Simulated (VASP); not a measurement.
# AlP (F-43m) in VASP: further runs

Runs on AlP. Level: PBE. Tasks: single point.

Everything below comes from runs of VASP 6.6.1. Logs are shortened: lines on timing, memory, paths and dates and some standing lists are left out, and cuts for length are marked.

**What was measured.**

From a printed reference work, data compilation, for a bulk crystal of AlP at 4.2 K: band gap 2.505 eV (indirect).

The results are compared with them further down.

### Step 1. The cell of the first run

It takes space group F-43m (No. 216, cubic). Conventional cell: a = 5.507 Å, b = 5.507 Å, c = 5.507 Å, α = 90.00°, β = 90.00°, γ = 90.00°. Within 3.1 Å of Al (site symmetry -43m) lie 4 P at 2.38 Å. Within 3.1 Å of P (site symmetry -43m) lie 4 Al at 2.38 Å.

### Step 2. Single point, PBE

Contents of INCAR:

```
SYSTEM = AlP
PREC     = Accurate       ! precision mode
ENCUT    = 500            ! plane-wave cutoff, eV
EDIFF    = 1E-6           ! SCF threshold, eV
ISMEAR   = 0              ! smearing method
SIGMA    = 0.02           ! smearing width, eV
LREAL    = .False.        ! projectors in reciprocal space
LASPH    = .True.         ! aspherical terms in the spheres
NELM     = 120            ! most SCF steps
ALGO     = Normal         ! electronic algorithm
ISIF     = 2              ! what is computed and relaxed
LWAVE    = .False.        ! write WAVECAR
LCHARG   = .False.        ! write CHGCAR
GGA      = PE             ! functional
NBANDS   = 11             ! bands
GGA_COMPAT= .False.
```

Contents of KPOINTS:

```
Automatic mesh
0
Gamma
  8 8 8
  0 0 0
```

Contents of POSCAR:

```
AlP
1.0
    0.0000000000      2.7534005803      2.7534005803
    2.7534005803      0.0000000000      2.7534005803
    2.7534005803      2.7534005803      0.0000000000
Al P
1 1
Direct
    0.0000000000      0.0000000000      0.0000000000
    0.2500000000      0.2500000000      0.2500000000
```

Potentials or basis: VASP PAW PBE potentials, release 64 (Al, P).

Run with:

```sh
> cat potpaw_PBE.64/Al/POTCAR potpaw_PBE.64/P/POTCAR > POTCAR
> mpirun -np 1 vasp_std > vasp.out
```

OUTCAR:

```text
SYSTEM = AlP
   PREC = Accurate
   ENCUT = 500
   EDIFF = 1E-6
   ISMEAR = 0
   LREAL = .False.
   LASPH = .True.
   NELM = 120
   ISIF = 2
   GGA = PE

 ion  position               nearest neighbor table
   1  0.000  0.000  0.000-   2 2.38   2 2.38   2 2.38   2 2.38
   2  0.250  0.250  0.250-   1 2.38   1 2.38   1 2.38   1 2.38

  LATTYP: Found a face centered cubic cell.
 ALAT       =     5.5068011606

  Lattice vectors:

 A1 = (   0.0000000000,   2.7534005803,   2.7534005803)
 A2 = (   2.7534005803,   0.0000000000,   2.7534005803)
 A3 = (   2.7534005803,   2.7534005803,   0.0000000000)

Analysis of symmetry for initial positions (statically):
=====================================================================
 Subroutine PRICEL returns:
 Original cell was already a primitive cell.

 Routine SETGRP: Setting up the symmetry group for a
 face centered cubic supercell.

 Subroutine GETGRP returns: Found 24 space group operations
 (whereof 24 operations were pure point group operations)
 out of a pool of 48 trial point group operations.

The static configuration has the point symmetry T_d .

Analysis of symmetry for dynamics (positions and initial velocities):
=====================================================================
 Subroutine PRICEL returns:
 Original cell was already a primitive cell.

 Routine SETGRP: Setting up the symmetry group for a
 face centered cubic supercell.

 Subroutine GETGRP returns: Found 24 space group operations
 (whereof 24 operations were pure point group operations)
 out of a pool of 48 trial point group operations.

The dynamic configuration has the point symmetry T_d .

 Subroutine INISYM returns: Found 24 space group operations
 (whereof 24 operations are pure point group operations),
 and found     1 'primitive' translations

----------------------------------------------------------------------------------------

                                     Primitive cell

  volume of cell :      41.7482

  direct lattice vectors                    reciprocal lattice vectors
     0.000000000  2.753400580  2.753400580    -0.181593628  0.181593628  0.181593628
     2.753400580  0.000000000  2.753400580     0.181593628 -0.181593628  0.181593628
     2.753400580  2.753400580  0.000000000     0.181593628  0.181593628 -0.181593628

  length of vectors
     3.893896443  3.893896443  3.893896443     0.314529390  0.314529390  0.314529390

  position of ions in fractional coordinates (direct lattice)
     0.000000000  0.000000000  0.000000000
     0.250000000  0.250000000  0.250000000

  ion indices of the primitive-cell ions
   primitive index   ion index
                 1           1
                 2           2

----------------------------------------------------------------------------------------

 KPOINTS: Automatic mesh

Automatic generation of k-mesh.
 Grid dimensions read from file:
 generate k-points for:    8    8    8

 Generating k-lattice:

  Cartesian coordinates                     Fractional coordinates (reciprocal lattice)
    -0.022699203  0.022699203  0.022699203     0.125000000  0.000000000  0.000000000
     0.022699203 -0.022699203  0.022699203     0.000000000  0.125000000  0.000000000
     0.022699203  0.022699203 -0.022699203     0.000000000  0.000000000  0.125000000

  Length of vectors
     0.039316174  0.039316174  0.039316174

  Shift w.r.t. Gamma in fractional coordinates (k-lattice)
     0.000000000  0.000000000  0.000000000

 Subroutine IBZKPT returns following result:
 ===========================================

 Found     29 irreducible k-points:

 Following reciprocal coordinates:
            Coordinates               Weight
  0.000000  0.000000  0.000000      1.000000
  0.125000  0.000000  0.000000      8.000000
  0.250000  0.000000  0.000000      8.000000
  0.375000  0.000000  0.000000      8.000000
  0.500000  0.000000  0.000000      4.000000
  0.125000  0.125000  0.000000      6.000000
[... 16 lines left out ...]
  0.500000  0.250000  0.125000     48.000000
 -0.375000  0.250000  0.125000     24.000000
 [... further k-points ...]
   k-points           NKPTS =     29   k-points in BZ     NKDIM =     29   number of bands    NBANDS=     11
   number of dos      NEDOS =    301   number of ions     NIONS =      2
   total plane-waves  NPLWV =  21952
   dimension x,y,z NGX =    28 NGY =   28 NGZ =   28
   dimension x,y,z NGXF=    56 NGYF=   56 NGZF=   56
   ions per type =               1   1
   NGX,Y,Z   is equivalent  to a cutoff of  11.95, 11.95, 11.95 a.u.
   NGXF,Y,Z  is equivalent  to a cutoff of  23.91, 23.91, 23.91 a.u.
 SYSTEM =  AlP
   PREC   = accura    normal or accurate (medium, high low for compatibility)
   ISTART =      0    job   : 0-new  1-cont  2-samecut
   ICHARG =      2    charge: 1-file 2-atom 10-const
   ISPIN  =      1    spin polarized calculation?
   LNONCOLLINEAR =      F non collinear calculations
   LSORBIT =      F    spin-orbit coupling
   LASPH  =      T    aspherical Exc in radial PAW
   ENCUT  =  500.0 eV  36.75 Ry    6.06 a.u.   7.10  7.10  7.10*2*pi/ulx,y,z
   NELM   =    120;   NELMIN=  2; NELMDL= -5     # of ELM steps
   EDIFF  = 0.1E-05   stopping-criterion for ELM
   LREAL  =      F    real-space projection
   EDIFFG = 0.1E-04   stopping-criterion for IOM
   NSW    =      0    number of steps for IOM
   IBRION =     -1    ionic relax: 0-MD 1-quasi-New 2-CG
   NFREE  =      0    steps in history (QN), initial steepest desc. (CG)
   ISIF   =      2    stress and relaxation
   ISYM   =      2    0-nonsym 1-usesym 2-fastsym
   POTIM  = 0.5000    time-step for ionic-motion
   TEBEG  =    0.0;   TEEND  =   0.0 temperature during run
   PSTRESS=    0.0 pullay stress
   NELECT =       8.0000    total number of electrons
   NUPDOWN=      -1.0000    fix difference up-down
   EMIN   =  10.00;   EMAX   =-10.00  energy-range for DOS
   EFERMI =   0.00;   METHOD = LEGACY
   ISMEAR =     0;   SIGMA  =   0.02  broadening in eV -4-tet -1-fermi 0-gaus
   EFERMI_NEDOS =   21; number of points for ismear=-14 and -15
   IALGO  =     38    algorithm
   IMIX   =      4    mixing-type and parameters
     AMIX     =   0.40;   BMIX     =  1.00
     AMIX_MAG =   1.60;   BMIX_MAG =  1.00
  volume/ion in A,a.u.               =      20.87       140.87
  Fermi-wavevector in a.u.,A,eV,Ry     =   0.943826  1.783573 12.120181  0.890808
  Thomas-Fermi vector in A             =   2.071572
   LORBIT       =      0    0 simple, 1 ext, 2 COOP (PROOUT), +10 PAW based schemes
   GGA     = PE    functional components
   LHFCALC =     F    Hartree Fock is set to
   AEXX    =    0.0000 exact exchange contribution
   IVDW    =     0    specifies the selected vdW correction
   LEPSILON=     F    determine dielectric tensor
   LRPA    =     F    only Hartree local field effects (RPA)
 non-spin polarized calculation
 Gauss-broadening in eV      SIGMA  =   0.02
  energy-cutoff  :      500.00
  volume of cell :       41.75
 maximum number of plane-waves:      1068
   NGX = 15   NGY = 15   NGZ = 15

 number of electron       8.0000001 magnetization

 Free energy of the ion-electron system (eV)
  ---------------------------------------------------
  ext. energy  EPLUGINS =         0.00000000
  ---------------------------------------------------
  free energy    TOTEN  =       -10.37677459 eV

  energy without entropy =      -10.37677459  energy(sigma->0) =      -10.37677459

 E-fermi :   4.4651     XC(G=0):  -9.1097

 val. band max:        4.3486308513   @ k =   0.0000   0.0000   0.0000
 cond. band min:       5.9776771348   @ k =   0.5000   0.5000   0.0000
 fundamental gap:      1.6290462834
 Fermi energy:         4.4650919125

 k-point     1 :       0.0000    0.0000    0.0000
  band No.  band energies     occupation
      1      -7.0117      2.00000
      2       4.3486      2.00000
      3       4.3486      2.00000
      4       4.3486      2.00000
      5       7.4362      0.00000
      6       8.8742      0.00000
      7       8.8742      0.00000
      8       8.8742      0.00000
      9      13.1541      0.00000
     10      13.1541      0.00000
     11      14.4623      0.00000

 k-point     2 :       0.1250    0.0000    0.0000
  band No.  band energies     occupation
      1      -6.8444      2.00000
      2       3.1334      2.00000
      3       4.2040      2.00000
      4       4.2040      2.00000
      5       7.9088      0.00000
      6       9.1509      0.00000
      7       9.1509      0.00000
      8       9.3392      0.00000
      9      12.6753      0.00000
     10      12.6753      0.00000
     11      15.1133      0.00000

 k-point     3 :       0.2500    0.0000    0.0000
  band No.  band energies     occupation
      1      -6.3746      2.00000
      2       1.2208      2.00000
      3       3.9158      2.00000
      4       3.9158      2.00000
      5       7.5725      0.00000
      6       9.4610      0.00000
      7       9.4610      0.00000
      8      11.1212      0.00000
      9      12.6455      0.00000
     10      12.6455      0.00000
     11      14.6239      0.00000

 k-point     4 :       0.3750    0.0000    0.0000
  band No.  band energies     occupation
      1      -5.7472      2.00000
      2      -0.3785      2.00000
      3       3.6844      2.00000
      4       3.6844      2.00000
      5       7.2026      0.00000
      6       9.2947      0.00000
      7       9.2947      0.00000
      8      12.4104      0.00000
      9      13.9979      0.00000
     10      13.9979      0.00000
     11      14.8204      0.00000
[... 239 lines left out ...]
 k-point    22 :       0.3750    0.2500    0.1250
  band No.  band energies     occupation
      1      -5.9775      2.00000
      2       0.8881      2.00000
      3       2.5050      2.00000
      4       3.4565      2.00000
      5       8.1796      0.00000
      6       9.0838      0.00000
      7       9.7680      0.00000
      8      11.0764      0.00000
      9      12.6055      0.00000
     10      15.0200      0.00000
     11      17.0814      0.00000

 k-point    23 :       0.5000    0.2500    0.1250
  band No.  band energies     occupation
      1      -5.4044      2.00000
      2      -0.1890      2.00000
      3       1.9484      2.00000
      4       3.0859      2.00000
      5       8.2742      0.00000
      6       9.0973      0.00000
      7      10.3194      0.00000
      8      11.3819      0.00000
      9      13.7173      0.00000
     10      15.5469      0.00000
     11      17.0427      0.00000

 k-point    24 :      -0.3750    0.2500    0.1250
  band No.  band energies     occupation
      1      -5.0938      2.00000
      2      -0.7259      2.00000
      3       1.8132      2.00000
      4       2.9051      2.00000
      5       8.2681      0.00000
      6       8.8458      0.00000
      7      11.1549      0.00000
      8      11.9699      0.00000
      9      13.2337      0.00000
     10      15.7046      0.00000
     11      16.9109      0.00000

 [... further k-points ...]

------------------------ aborting loop because EDIFF is reached ----------------------------------------

  FORCE on cell =-STRESS in cart. coord.  units (eV):
  Direction    XX          YY          ZZ          XY          YZ          ZX
  --------------------------------------------------------------------------------------
  -------------------------------------------------------------------------------------
  Total       -0.0125198     -0.0125198     -0.0125198     -0.0000000      0.0000000     -0.0000000
  in kB       -0.4804750     -0.4804750     -0.4804750     -0.0000000      0.0000000     -0.0000000
  external PRESSURE =      -0.4804750 kB  Pullay stress =       0.0000000 kB

 VOLUME and BASIS-vectors are now :
 -----------------------------------------------------------------------------
  energy-cutoff  :      500.00
  volume of cell :       41.75
      direct lattice vectors                 reciprocal lattice vectors
     0.000000000  2.753400580  2.753400580    -0.181593628  0.181593628  0.181593628
     2.753400580  0.000000000  2.753400580     0.181593628 -0.181593628  0.181593628
     2.753400580  2.753400580  0.000000000     0.181593628  0.181593628 -0.181593628

 POSITION                                       TOTAL-FORCE (eV/Angst)
 -----------------------------------------------------------------------------------
      0.00000      0.00000      0.00000         0.000000      0.000000      0.000000
      1.37670      1.37670      1.37670        -0.000000     -0.000000     -0.000000
 -----------------------------------------------------------------------------------
    total drift:                               -0.000000     -0.000000     -0.000000

  FREE ENERGIE OF THE ION-ELECTRON SYSTEM (eV)
  ---------------------------------------------------
  free  energy   TOTEN  =       -10.3767745900 eV

  energy  without entropy=      -10.3767745900  energy(sigma->0) =      -10.37677459
```

It used 7.7 s of CPU time on 1 thread of Intel Xeon 6975P-C, with other jobs on the host.

What came out:

- Free energy: -10.3768 eV
- Pressure: 0.0 GPa
- Band gap on the k mesh: 1.63 eV, indirect (least direct gap 3.09 eV)

Levels at points of the mesh, in eV from the valence-band top:
| k point | band 1 | band 2 | band 3 | band 4 | band 5 | band 6 | band 7 | band 8 | band 9 |
| --- | --- | --- | --- | --- | --- | --- | --- | --- | --- |
| (0.00, 0.00, 0.00) | -11.36 | 0.00 | 0.00 | 0.00 | 3.09 | 4.53 | 4.53 | 4.53 | 8.81 |
| (0.50, 0.00, 0.00) | -9.74 | -5.41 | -0.75 | -0.75 | 2.72 | 4.81 | 4.81 | 8.20 | 11.45 |
| (0.50, 0.50, 0.00) | -9.11 | -5.22 | -2.05 | -2.05 | 1.63 | 2.47 | 10.85 | 10.85 | 11.78 |

### Step 3. Single point, PBE

Contents of INCAR:

```
ALGO     = Normal         # electronic algorithm
EDIFF    = 1E-6           # SCF threshold, eV
ENCUT    = 500            # plane-wave cutoff, eV
GGA      = PE             # functional
GGA_COMPAT= F            
ISIF     = 2              # what is computed and relaxed
ISMEAR   = 0              # smearing method
LASPH    = T              # aspherical terms in the spheres
LCHARG   = T              # write CHGCAR
LELF     = T              # ELF
LREAL    = F              # projectors in reciprocal space
LVHAR    = T            
LWAVE    = F              # write WAVECAR
NBANDS   = 11             # bands
NELM     = 120            # most SCF steps
PREC     = Accurate       # precision mode
SIGMA    = 0.02           # smearing width, eV
```

Contents of KPOINTS:

```
k-points
0
Gamma
  8 8 8
```

Contents of POSCAR:

```
AlP
1.0
    0.0000000000      2.7538283603      2.7538283603
    2.7538283603      0.0000000000      2.7538283603
    2.7538283603      2.7538283603      0.0000000000
Al P
1 1
Direct
    0.0000000000      0.0000000000      0.0000000000
    0.7500000000      0.7500000000      0.7500000000
```

Potentials or basis: VASP PAW PBE potentials, release 64 (Al, P).

Run with:

```sh
> cat potpaw_PBE.64/Al/POTCAR potpaw_PBE.64/P/POTCAR > POTCAR
> mpirun -np 1 vasp_std > vasp.out
```

It used 9.6 s of CPU time on 1 thread of Intel Xeon 6975P-C, on a shared host.

The run converged. Its results:

```
Free energy            : -10.3768 eV
Pressure               : -0.1 GPa
Band gap on the k mesh : 1.63 eV, indirect (least direct gap 3.08 eV)
```

Levels at points of the mesh, in eV from the valence-band top:
| k point | band 1 | band 2 | band 3 | band 4 | band 5 | band 6 | band 7 | band 8 |
| --- | --- | --- | --- | --- | --- | --- | --- | --- |
| (0.00, 0.00, 0.00) | -11.36 | 0.00 | 0.00 | 0.00 | 3.08 | 4.52 | 4.52 | 4.52 |
| (0.50, 0.00, 0.00) | -9.74 | -5.41 | -0.75 | -0.75 | 2.72 | 4.81 | 4.81 | 8.20 |
| (0.50, 0.50, 0.00) | -9.11 | -5.22 | -2.05 | -2.05 | 1.63 | 2.47 | 10.85 | 10.85 |

A k mesh can miss the band edges. As with any semilocal functional, this PBE gap is likely too small.

(Part 1 of 2 ends here.)
